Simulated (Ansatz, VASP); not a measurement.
## One calculation of LiF, two programs

Contents of INCAR:

```
ALGO = Normal ; EDIFF = 1E-7
ENCUT = 520 ; GGA = PE
ISIF = 2 ; ISMEAR = 0
LASPH = True ; LCHARG = False
LREAL = False ; LWAVE = False
NBANDS = 12 ; NELM = 80
PREC = Accurate ; SIGMA = 0.02
```

KPOINTS

```
k-points
0
Gamma
  10 10 10
```

File POSCAR:

```
LiF
1.0
    2.4976690874      0.0000000000      0.0000000000
    0.0000000000      2.4976690874      0.0000000000
    0.0000000000      0.0000000000      2.4976690874
Li F
1 1
Direct
    0.0000000000      0.0000000000      0.0000000000
    0.5000000000      0.5000000000      0.5000000000
```

Input for Ansatz:

```yaml
crystal:
  lattice:
    - [2.4976690874, 0.0, 0.0]
    - [0.0, 2.4976690874, 0.0]
    - [0.0, 0.0, 2.4976690874]
  atoms:
    - { symbol: Li, position: [0.0, 0.0, 0.0] }
    - { symbol: F, position: [0.5, 0.5, 0.5] }
basis:
  ecutwfc: 420
kpoints:
  mp_grid: { grid: [10, 10, 10] }
hamiltonian:
  xc: pbe
scf:
  occupations: { method: gaussian, width: 0.02 }
output:
  forces: true
  stress: true
  eigenvalues: true
```

Alike in both runs: task single point; functional PBE; k mesh 10 × 10 × 10; occupations gaussian, width 0.02 eV; no spin polarisation.

|  | VASP | Ansatz |
| --- | --- | --- |
| version | VASP 6.6.1 | Ansatz 0.2.0 |
| potentials or method | VASP PAW PBE potentials, release 64 (Li_sv, F) | scalar-relativistic, plane waves, PAW |
| plane-wave cutoff (eV) | 520 | 420 |
| valence electrons in the cell | 10 | 10 |

|  | VASP | Ansatz | Ansatz less VASP |
| --- | --- | --- | --- |
| gap on the k mesh at the Fermi level (eV) | 8.14 | 8.13 | -0.013 |
| least direct gap on the mesh (eV) | 8.89 | 8.88 | -0.014 |

With one functional, cell and mesh, what is left measures potentials, basis and numerics.

 A k mesh can miss the band edges.
